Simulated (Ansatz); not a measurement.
## CaO (Lime, Fm-3m): phonons and vibrational spectra

How does CaO (Lime, Fm-3m) vibrate, and is this structure a minimum?

Program: Ansatz 0.2.0. Level of theory: DFT PBEsol, scalar-relativistic, plane waves, PAW. Results are calculated unless marked as measured.

**1. The starting structure**

The structure is cubic, space group Fm-3m (No. 225). Conventional cell: a = 4.813 Å, b = 4.813 Å, c = 4.813 Å, α = 90.00°, β = 90.00°, γ = 90.00°. Nearest to Ca lie 6 O at 2.41 Å. Nearest to O lie 6 Ca at 2.41 Å. Farther neighbours and most contacts between anions are not listed.

**2. Relaxation**

Harmonic phonons are second derivatives at a point where the forces vanish, and they are wanted at zero stress, so atoms and cell are relaxed first.

input.yaml reads:

```yaml
crystal:
  lattice:
    - [0.0, 2.4065, 2.4065]
    - [2.4065, 0.0, 2.4065]
    - [2.4065, 2.4065, 0.0]
  atoms:
    - { symbol: Ca, position: [0.0, 0.0, 0.0] }
    - { symbol: O, position: [0.5, 0.5, 0.5] }
kpoints:
  mp_grid: { grid: [8, 8, 8] }
hamiltonian:
  xc: pbesol
scf:
  occupations: { method: gaussian, width: 0.02 }
output:
  forces: true
  stress: true
  eigenvalues: true
  write_density: true
  write_potential: true
  elf: true
  volumetric_format: npy
relax:
  adjacent_minimum: "off"
  f_tol: 0.005
  max_steps: 80
  cell: { stress_tol: 0.05 }
```

Command:

```
ansatz run input.yaml --threads 4 --pin off --max-ram 7168MiB --backend cpu --events-out ev --progress --plain --runs-dir out
```

Numbers of over 12 decimals in the logs are rounded to 6 here.

The program printed:

```text
Engine: ansatz 0.2.0, x86_64-unknown-linux-gnu
Pseudopotentials: kind: paw
Pseudopotential: Ca, paw, valence charge 10, recommended cutoff 420 eV (normal), Ca.paw.azcp
Pseudopotential: O, paw, valence charge 6, recommended cutoff 420 eV (normal), O.paw.azcp
Functional definition: PBEsol
  exchange = pbesol_x
  correlation = pbesol_c
Crystal: 2 atoms, lattice volume = 27.873 Å³
Basis set: ecut = 420 eV, 537 PW (Γ), exchange–correlation on 48×48×48 points (8 copies of the dense FFT grid, shifted against one another)
Bands: 12, of which v1, the nominal top of the filled ones, is band 8 counted from 1 (7 counted from 0)
Symmetry: 48 space group operations
Space group: Fm-3m (ITA 225), of the structure as read, at distance tolerance 3.0e-5 Å
k-points: 29 of 512
Non-local potential: Ca, projectors of the file, l = 0: 3, l = 1: 2, l = 2: 2
Non-local potential: O, projectors of the file, l = 0: 2, l = 1: 2, l = 2: 1
PAW form: soft (Blöchl's): semilocal exchange-correlation on the pseudo side does not see the compensation charge
PAW frozen core: Ca, regenerated for the run's functional, and the local potential with it (the file was generated under x = pbe(κ = 0.804, μ = 0.219515), c = pbe(β = 0.066725))
PAW frozen core: O, regenerated for the run's functional, and the local potential with it (the file was generated under x = pbe(κ = 0.804, μ = 0.219515), c = pbe(β = 0.066725))
PAW one-centre angular grid: Ca, 110 points (default); XC on 64 Gauss nodes
PAW one-centre angular grid: O, 110 points (default); XC on 64 Gauss nodes
Initial density: superposition of atomic densities (neutral atoms: chi_scale 0, normalization atom), corrected by the library's trained network
Initial wavefunctions: pseudopotential atomic-orbital guess
Functional: x = pbesol(κ = 0.804, μ = 0.123457), c = pbesol(β = 0.046)
SCF iter   1: F=—  HF=-2358.110564 eV  |F-HF|=—  |Δ(HF+E_count)|=         —  Δρ=1.38e-2  dr2=4.71e-2  ethr=1.77e-3  ⟨swp⟩=7.4  Hψ=2444  notcnv=0
preconditioner: auto → none  [insulator: Δε(μ)=3.345 eV  Ē_g=17.915 eV  σ=0.020 eV  W_gap=1.00  n_scr=8 (ndim 8)  ℏωp=26.3 eV  f_vac=0.000  D(μ)=0.00/eV (n_scr^D=0)  ε∞_Penn≈3.2]
SCF iter   2: F=—  HF=-2358.097488 eV  |F-HF|=—  |Δ(HF+E_count)|=   1.31e-2  Δρ=2.62e-3  dr2=2.08e-3  ethr=2.94e-4  ⟨swp⟩=2.2  Hψ=731  notcnv=0
SCF iter   3: F=—  HF=-2358.097114 eV  |F-HF|=—  |Δ(HF+E_count)|=   3.75e-4  Δρ=6.73e-4  dr2=4.62e-5  ethr=1.30e-5  ⟨swp⟩=2.0  Hψ=551  notcnv=0
SCF iter   4: F=—  HF=-2358.097129 eV  |F-HF|=—  |Δ(HF+E_count)|=   1.51e-5  Δρ=1.47e-4  dr2=6.87e-6  ethr=2.89e-7  ⟨swp⟩=2.2  Hψ=435  notcnv=0
iter 5 did not close the SCF: its close was put off for the readings that it lacked (scf_convergence_deferred on its scf_iter line)
SCF iter   5: F=-2358.097128 eV  HF=-2358.097128 eV  |F-HF|=6.66e-8  |Δ(HF+E_count)|=   9.80e-7  Δρ=1.79e-5  dr2=8.13e-8  ethr=4.29e-8  ⟨swp⟩=2.0  Hψ=436  notcnv=0
SCF iter   6: F=-2358.097128 eV  HF=-2358.097128 eV  |F-HF|=1.59e-8  |Δ(HF+E_count)|=   1.06e-8  Δρ=7.99e-6  dr2=1.84e-8  ethr=5.08e-10  ⟨swp⟩=5.0  Hψ=1799  notcnv=0
SCF 1 converged in 6 iterations: F = -2358.097128 eV  dr2 = 1.84e-8
  greatest PAW one-centre occupation: 0.996 electrons in one spin orbital (limit 2), on the Ca atom at site 0 (counted from 0), in its partial waves of l = 0
relax step   1: F+E_penalty+E_count = -2358.09712784 eV  Δ(F+E_penalty+E_count) = +0.000e0 eV  max|allowed force component| = 6.127e-29 eV/Å  Δτ_max = 0.0000 Å  P = -3.119 GPa  Ω = 27.873 Å³  (6 SCF iters, dr2 threshold 1.00e-7 eV, accepted)
Crystal: 2 atoms, lattice volume = 26.950 Å³
Basis set: ecut = 420 eV, 531 PW (Γ), exchange–correlation on 48×48×48 points (8 copies of the dense FFT grid, shifted against one another)
Initial density: handed on by an earlier stage of this run
Initial wavefunctions: those handed on with the density
iter 1 solved again at ethr=3.11e-6 eV; its pass at ethr=3.10e-3 eV (dr2=4.98e-4 eV) is discarded
SCF iter   1: F=—  HF=-2358.106934 eV  |F-HF|=—  |Δ(HF+E_count)|=         —  Δρ=1.44e-3  dr2=5.16e-4  ethr=3.11e-6  ⟨swp⟩=1.2  Hψ=2511  notcnv=0
preconditioner: auto → none  [insulator: Δε(μ)=3.528 eV  Ē_g=18.126 eV  σ=0.020 eV  W_gap=1.00  n_scr=8 (ndim 8)  ℏωp=26.8 eV  f_vac=0.000  D(μ)=0.00/eV (n_scr^D=0)  ε∞_Penn≈3.2]
SCF iter   2: F=—  HF=-2358.106865 eV  |F-HF|=—  |Δ(HF+E_count)|=   6.92e-5  Δρ=6.56e-4  dr2=7.73e-5  ethr=3.11e-6  ⟨swp⟩=2.0  Hψ=660  notcnv=0
SCF iter   3: F=—  HF=-2358.106912 eV  |F-HF|=—  |Δ(HF+E_count)|=   4.72e-5  Δρ=2.21e-4  dr2=9.54e-6  ethr=4.83e-7  ⟨swp⟩=3.0  Hψ=576  notcnv=0
SCF iter   4: F=—  HF=-2358.106917 eV  |F-HF|=—  |Δ(HF+E_count)|=   4.55e-6  Δρ=2.25e-4  dr2=1.28e-5  ethr=5.96e-8  ⟨swp⟩=2.0  Hψ=462  notcnv=0
SCF iter   5: F=—  HF=-2358.106914 eV  |F-HF|=—  |Δ(HF+E_count)|=   2.39e-6  Δρ=2.97e-5  dr2=2.62e-7  ethr=5.96e-8  ⟨swp⟩=2.0  Hψ=435  notcnv=0
SCF iter   6: F=-2358.106914 eV  HF=-2358.106914 eV  |F-HF|=5.99e-10  |Δ(HF+E_count)|=   5.60e-9  Δρ=2.70e-6  dr2=1.72e-9  ethr=1.25e-9  ⟨swp⟩=8.1  Hψ=1854  notcnv=0
SCF 2 converged in 6 iterations: F = -2358.106914 eV  dr2 = 1.72e-9
relax step   2: F+E_penalty+E_count = -2358.10691424 eV  Δ(F+E_penalty+E_count) = -9.786e-3 eV  max|allowed force component| = 6.903e-30 eV/Å  Δτ_max = 0.0000 Å  P = +0.724 GPa  Ω = 26.950 Å³  energy of the carried Pulay correction = +2.575e-3 eV  (6 SCF iters, dr2 threshold 2.00e-7 eV, accepted)
Crystal: 2 atoms, lattice volume = 27.119 Å³
iter 1 solved again at ethr=1.38e-7 eV; its pass at ethr=3.10e-3 eV (dr2=2.21e-5 eV) is discarded
SCF iter   1: F=—  HF=-2358.106792 eV  |F-HF|=—  |Δ(HF+E_count)|=         —  Δρ=2.75e-4  dr2=1.84e-5  ethr=1.38e-7  ⟨swp⟩=2.0  Hψ=2483  notcnv=0
preconditioner: auto → none  [insulator: Δε(μ)=3.547 eV  Ē_g=18.105 eV  σ=0.020 eV  W_gap=1.00  n_scr=8 (ndim 8)  ℏωp=26.7 eV  f_vac=0.000  D(μ)=0.00/eV (n_scr^D=0)  ε∞_Penn≈3.2]
SCF iter   2: F=—  HF=-2358.106799 eV  |F-HF|=—  |Δ(HF+E_count)|=   7.03e-6  Δρ=1.16e-4  dr2=2.59e-6  ethr=1.15e-7  ⟨swp⟩=2.9  Hψ=647  notcnv=0
SCF iter   3: F=—  HF=-2358.106800 eV  |F-HF|=—  |Δ(HF+E_count)|=   1.29e-6  Δρ=3.16e-5  dr2=2.04e-7  ethr=1.62e-8  ⟨swp⟩=2.7  Hψ=601  notcnv=0
SCF iter   4: F=—  HF=-2358.106800 eV  |F-HF|=—  |Δ(HF+E_count)|=   2.08e-7  Δρ=3.87e-5  dr2=3.42e-7  ethr=1.25e-9  ⟨swp⟩=8.9  Hψ=2297  notcnv=0
SCF iter   5: F=-2358.106800 eV  HF=-2358.106800 eV  |F-HF|=3.24e-10  |Δ(HF+E_count)|=   8.00e-8  Δρ=2.33e-6  dr2=1.34e-9  ethr=1.25e-9  ⟨swp⟩=5.3  Hψ=1822  notcnv=0
SCF 3 converged in 5 iterations: F = -2358.106800 eV  dr2 = 1.34e-9
relax step   3: F+E_penalty+E_count = -2358.10680021 eV  Δ(F+E_penalty+E_count) = +1.140e-4 eV  max|allowed force component| = 7.724e-30 eV/Å  Δτ_max = 0.0000 Å  P = -0.030 GPa  Ω = 27.119 Å³  energy of the carried Pulay correction = +2.096e-3 eV  (5 SCF iters, dr2 threshold 2.00e-7 eV, accepted)
[...]
relax step   4: F+E_penalty+E_count = -2358.10484411 eV  Δ(F+E_penalty+E_count) = +1.956e-3 eV  max|allowed force component| = 5.686e-30 eV/Å  Δτ_max = 0.0000 Å  P = -0.156 GPa  Ω = 27.119 Å³  stress off target by 1.56e-1 GPa  SCF on the basis re-selected at this cell (its energy is not comparable with the rows above)  (6 SCF iters)
[...]
relax step   5: F+E_penalty+E_count = -2358.10496221 eV  Δ(F+E_penalty+E_count) = -1.181e-4 eV  max|allowed force component| = 2.367e-29 eV/Å  Δτ_max = 0.0000 Å  P = -0.003 GPa  Ω = 27.084 Å³  energy of the carried Pulay correction = +1.006e-4 eV  (3 SCF iters, dr2 threshold 6.08e-8 eV, accepted)
iter 1 solved again at ethr=4.39e-6 eV; its pass at ethr=3.10e-3 eV (dr2=7.02e-4 eV) is discarded
SCF iter   1: F=—  HF=-2358.104900 eV  |F-HF|=—  |Δ(HF+E_count)|=         —  Δρ=6.44e-6  dr2=6.60e-9  ethr=4.39e-6  ⟨swp⟩=2.6  Hψ=3218  notcnv=0
eigensolver tolerance schedule: the retry pair's looser diagonalisation over-reported the residual by 106372.03 of it (diagonalisation noise at an unbounded share of the residual, at the tolerance the schedule requests for it); recorded, not acted on — ethr = c·dr2/N_el stays at c = 1.0e-1
SCF iter   2: F=—  HF=-2358.104910 eV  |F-HF|=—  |Δ(HF+E_count)|=   1.08e-5  Δρ=3.64e-6  dr2=2.71e-9  ethr=4.12e-11  ⟨swp⟩=2.9  Hψ=701  notcnv=0
SCF iter   3: F=—  HF=-2358.104910 eV  |F-HF|=—  |Δ(HF+E_count)|=   3.37e-9  Δρ=5.38e-6  dr2=6.76e-9  ethr=1.69e-11  ⟨swp⟩=2.0  Hψ=464  notcnv=0  recentre
SCF iter   4: F=—  HF=-2358.104910 eV  |F-HF|=—  |Δ(HF+E_count)|=   1.52e-9  Δρ=6.99e-7  dr2=1.11e-10  ethr=1.69e-11  ⟨swp⟩=2.0  Hψ=452  notcnv=0
SCF iter   5: F=-2358.104910 eV  HF=-2358.104910 eV  |F-HF|=1.82e-12  |Δ(HF+E_count)|=  1.00e-11  Δρ=1.44e-7  dr2=3.93e-12  ethr=1.00e-12  ⟨swp⟩=3.9  Hψ=1430  notcnv=0
SCF 6 converged in 5 iterations: F = -2358.104910 eV  dr2 = 3.93e-12
relax step   6: F+E_penalty+E_count = -2358.10491044 eV  Δ(F+E_penalty+E_count) = +5.177e-5 eV  max|allowed force component| = 5.285e-29 eV/Å  Δτ_max = 0.0000 Å  P = -0.006 GPa  Ω = 27.084 Å³  stress off target by 5.87e-3 GPa  SCF on the basis re-selected at this cell (its energy is not comparable with the rows above)  (5 SCF iters)
basis re-selected at this cell: Δ(F+E_penalty+E_count) = +5.177e-5 eV, ΔP = -0.003 GPa vs the last step (what re-selecting the basis moved, of the pressure what is left beyond the Pulay correction that the steps carried, after the strain that the cell walked since its last selection, with what the two solves' SCF thresholds leave and, on support functions, any second-order correction that the steps lacked; it is no m [...]
SCF converged after 5 iterations
Free energy (F): -2358.104910 eV
Harris-Foulkes:  -2358.104910 eV  (|F-HF|=1.82e-12)
Internal energy: -2358.104910 eV  (E = F + TS)
E sigma→0 (E₀):  -2358.104910 eV
Fermi energy:    9.584550 eV
--- Per-component energies (eV) ---
  E_band       = -96.844328
  E_kinetic    = 455.579294
  E_local      = -877.081414  (includes V_loc(G=0)·N_el)
  E_nonlocal   = 112.867531
  E_hartree    = 289.353240
  E_xc         = -210.709272
  E_vxc        = -266.547620  (∫ρ·V_xc dr)
  E_paw        = -989.036158  (= ΣΔE_a)
  E_vpaw       = -100.371010  (= ΣTr[D̂ρ^β])
  E_aug_tail   = 0.002397  (compensation charges beyond the density's cutoff)
  E_ewald      = -1139.234610
  E_core_change = 0.154082  (= ΣΔE_core)
  E_smearing   = -0.000000  (= −TS)
  E_closure    = 0.000000  (closes the sum)
  Σ components = -2358.104910   (vs F -2358.104910, Δ=0.00e0)
--- Forces (eV/Å), atoms counted from 1 ---
  atom   1  Ca    -0.00000000     0.00000000    -0.00000000
  atom   2  O      0.00000000    -0.00000000    -0.00000000
  max |Σ_I F_I| component: 9.62e-29 eV/Å
--- Stress (GPa, compression-positive) ---
       -0.005870      -0.000000      -0.000000
       -0.000000      -0.005870      -0.000000
       -0.000000      -0.000000      -0.005870
  P = ⅓ Tr σ = -0.0059 GPa (-0.059 kbar)
--- Band table (eV; the first three rows and the last of 29) ---
  k-point 0: bands = [... 4 lower, -7.6641, 7.8123, 7.8123, 7.8123, 12.5917, 14.0789, 14.0789, 14.0789]
  k-point 1: bands = [... 4 lower, -7.4060, 7.2575, 7.5911, 7.5911, 13.2879, 14.0304, 14.3551, 14.3551]
  k-point 2: bands = [... 4 lower, -6.9020, 6.2203, 7.1195, 7.1195, 14.0888, 14.7698, 15.0825, 15.0825]
  k-point 28: bands = [... 4 lower, -6.9712, 6.4761, 6.7383, 6.7383, 14.1545, 14.1545, 16.3971, 17.5874]
--- Relaxed structure (4 steps of the walk, 4 accepted, 2 SCFs on fresh bases) ---
  F+E_penalty+E_count = -2358.10491044 eV   max|allowed force component| = 5.285e-29 eV/Å   (the final SCF, on the basis selected at the relaxed cell)
  cell:  # Å, volume = 27.0841 Å³
    - [0, 2.383571, 2.383571]
    - [2.383571, 0, 2.383571]
    - [2.383571, 2.383571, 0]
  atoms:
    - { symbol: Ca, position: [0, 0, 0] }
    - { symbol: O, position: [0.500000, 0.500000, 0.500000] }
```

The job ended after 4.6 s (4 threads of Intel Xeon Platinum 8375C at 2.90GHz (Ice Lake), shared host; peak memory 0.36 GiB; 6.4 s of CPU time).

Step by step:

```tsv
step	energy less that of the first step (eV)	largest force component (eV/Å)	pressure (GPa)	volume (Å³)
1	0.0000	0.0000	-3.12	27.87
2	-0.0098	0.0000	0.72	26.95
3	-0.0097	0.0000	-0.03	27.12
4*	-0.0077	0.0000	-0.16	27.12
5	-0.0078	0.0000	0.00	27.08
6*	-0.0078	0.0000	-0.01	27.08
```

Relaxation steps marked * repeat the geometry before them on a plane-wave basis chosen anew for their cell, so energy and pressure can jump there.

The run keeps the 48 symmetry operations that it works with, so distortions that break them were not tested.

```tsv
conventional cell, symmetrised	before	after	change
a (Å)	4.813	4.767	-1.0 %
b (Å)	4.813	4.767	-1.0 %
c (Å)	4.813	4.767	-1.0 %
volume (Å³/atom)	13.94	13.54	-2.8 %
```

The relaxed structure:

```xyz
2
Lattice="0.0000 2.3836 2.3836 2.3836 0.0000 2.3836 2.3836 2.3836 0.0000" Properties=species:S:1:pos:R:3 pbc="T T T"
Ca    0.0000    0.0000    0.0000
O     2.3836    2.3836    2.3836
```

Numbers from this step:

```
pressure           : -0.005870 GPa
gap on the k-mesh  : 3.544 eV
volume per atom    : 13.54 Å³
direct gap on mesh : 3.916 eV
```

ELF in the ac plane of the conventional cell at fractional y = 0.000, with atoms of Ca and O within 0.2 Å of it. It is the smooth field of the valence electrons, not physical close to the nuclei.

Values, 14 rows by 14 columns, each cell a mean:
```
0.82 0.84 0.61 0.18 0.50 0.79 0.67 0.59 0.78 0.70 0.24 0.36 0.79 0.83
0.82 0.74 0.38 0.11 0.42 0.73 0.79 0.79 0.78 0.60 0.19 0.20 0.61 0.79
0.40 0.28 0.10 0.06 0.22 0.42 0.50 0.51 0.46 0.31 0.10 0.06 0.20 0.36
0.25 0.23 0.16 0.07 0.06 0.11 0.18 0.19 0.15 0.08 0.05 0.10 0.19 0.24
0.71 0.66 0.48 0.16 0.10 0.38 0.61 0.65 0.52 0.22 0.08 0.31 0.60 0.70
0.74 0.80 0.66 0.23 0.28 0.74 0.84 0.84 0.81 0.52 0.15 0.46 0.78 0.78
0.45 0.74 0.71 0.25 0.40 0.82 0.82 0.78 0.84 0.65 0.19 0.51 0.79 0.59
0.59 0.78 0.70 0.24 0.36 0.79 0.83 0.82 0.84 0.61 0.18 0.50 0.79 0.67
0.79 0.78 0.60 0.19 0.20 0.61 0.79 0.82 0.74 0.38 0.11 0.42 0.73 0.79
0.51 0.46 0.31 0.10 0.06 0.20 0.36 0.40 0.28 0.10 0.06 0.22 0.42 0.50
0.19 0.15 0.08 0.05 0.10 0.19 0.24 0.25 0.23 0.16 0.07 0.06 0.11 0.18
0.65 0.52 0.22 0.08 0.31 0.60 0.70 0.71 0.66 0.48 0.16 0.10 0.38 0.61
0.84 0.81 0.52 0.15 0.46 0.78 0.78 0.74 0.80 0.66 0.23 0.28 0.74 0.84
0.78 0.84 0.65 0.19 0.51 0.79 0.59 0.45 0.74 0.71 0.25 0.40 0.82 0.82
```
Columns run along a (4.8 Å), rows up along c (4.8 Å), edges of the conventional cell, whose origin can differ from the input's. Atoms in or near the plane, at fractional coordinates: Ca at (0.00, 0.00), Ca at (0.50, 0.50), O at (0.50, 0.00), O at (0.00, 0.50).

Valence density in the ac plane of the conventional cell at fractional y = 0.000, with atoms of Ca and O within 0.2 Å of it. It is the smooth field of the valence electrons, not physical close to the nuclei.

Ten even steps from '0' (0.1 e/Å³) to '9' (6.8 e/Å³), each cell a mean:
```
85100268410037
32000022100013
00000000000000
00000000000000
10000011100001
52000256310014
95100389610028
84100378510026
21000133200002
00000000000000
00000000000000
11000011000001
63100145200025
96100289510038
```
Columns run along a (4.8 Å), rows up along c (4.8 Å), edges of the conventional cell, whose origin can differ from the input's. Atoms in or near the plane, at fractional coordinates: Ca at (0.00, 0.00), Ca at (0.50, 0.50), O at (0.50, 0.00), O at (0.00, 0.50).

Electrostatic potential energy in the ac plane of the conventional cell at fractional y = 0.000, with atoms of Ca and O within 0.2 Å of it. With pseudopotentials it is smooth inside the atoms' cores, unlike the true potential.

Ten even steps from '_' (-53 eV) to '@' (12 eV), each cell a mean:
```
__::**@@@@##--::++@@@@%%==__
--++%%@@@@@@##**%%@@@@%%**==
##%%@@@@@@@@@@@@@@@@@@@@%%%%
@@@@@@@@@@@@@@@@@@@@@@@@@@@@
%%@@@@@@@@%%****##%%@@@@@@@@
==**@@@@%%++::..--##@@@@%%++
..==%%@@##--____..**@@@@**::
::++@@@@%%==____::**@@@@##--
**%%@@@@%%**==--++%%@@@@@@##
@@@@@@@@@@%%%%##%%@@@@@@@@@@
@@@@@@@@@@@@@@@@@@@@@@@@@@@@
**##%%@@@@@@@@%%@@@@@@@@%%**
..--##@@@@%%++==**@@@@%%++::
__..**@@@@**::..==%%@@##--__
```
Columns run along a (4.8 Å; values clipped at the 3rd and 97th percentile), rows up along c (4.8 Å), edges of the conventional cell, whose origin can differ from the input's. Atoms in or near the plane, at fractional coordinates: Ca at (0.00, 0.00), Ca at (0.50, 0.50), O at (0.50, 0.00), O at (0.00, 0.50).

In this step the volume went from 13.94 to 13.54 Å³/atom.

**3. Relaxing to small forces for the phonons**

Phonons need a cell at rest on their own settings, so the relaxation is repeated with tight tolerances on forces and stress, using the mesh and the filling of the phonon run that follows.

input.yaml reads:

```yaml
crystal:
  lattice:
    - [0.0, 2.3835706879, 2.3835706879]
    - [2.3835706879, 0.0, 2.3835706879]
    - [2.3835706879, 2.3835706879, 0.0]
  atoms:
    - { symbol: Ca, position: [0.0, 0.0, 0.0] }
    - { symbol: O, position: [0.5, 0.5, 0.5] }
kpoints:
  mp_grid: { grid: [8, 8, 8] }
hamiltonian:
  xc: pbesol
scf:
  occupations: { method: fixed }
output:
  forces: true
  stress: true
  eigenvalues: true
relax:
  adjacent_minimum: "off"
  f_tol: 0.001
  max_steps: 60
  cell: { stress_tol: 0.01 }
```

The program printed:

```text
[...]
Crystal: 2 atoms, lattice volume = 27.084 Å³
Basis set: ecut = 420 eV, 531 PW (Γ), exchange–correlation on 48×48×48 points (8 copies of the dense FFT grid, shifted against one another)
Bands: 12, of which v1, the nominal top of the filled ones, is band 8 counted from 1 (7 counted from 0)
Symmetry: 48 space group operations
[...]
k-points: 29 of 512
[...]
k-point 28: bands = [... 4 lower, -6.9712, 6.4761, 6.7383, 6.7383, 14.1545, 14.1545, 16.3971, 17.5874]
--- Relaxed structure (1 steps of the walk, 1 accepted, 1 SCFs on fresh bases) ---
[...]
cell:  # Å, volume = 27.0841 Å³
    - [0.0, 2.3835706879, 2.3835706879]
    - [2.3835706879, 0.0, 2.3835706879]
    - [2.3835706879, 2.3835706879, 0.0]
  atoms:
    - { symbol: Ca, position: [0.0, 0.0, 0.0] }
    - { symbol: O, position: [0.5, 0.5, 0.5] }
[key lines of the parts left out:]
SCF converged after 6 iterations
Free energy (F): -2358.104910 eV
Fermi energy:    7.812342 eV
P = ⅓ Tr σ = -0.0059 GPa (-0.059 kbar)
```

Elapsed: 1.6 s, on 4 threads; peak memory 0.34 GiB; 2.3 s of CPU time.

Little changed from the start: no atom moved by 0.005 Å and no cell edge by 0.1 %.

Numbers from this step:

- pressure: -0.005879 GPa

The forces vanish by symmetry and the pressure is -0.006 GPa, within the tolerances set. The cell now holds 13.54 Å³/atom.

[end of part 1 of 2]

[Logs are printed without paths, hosts, clocks, repeated set-up lines and the standing remarks that a program may print on its own settings, such as how far it seeks lower states.]

[Hosts, paths, dates, database ids (printed as entryN), source tags and the programs' standing remarks are cut or masked in the printed files.]
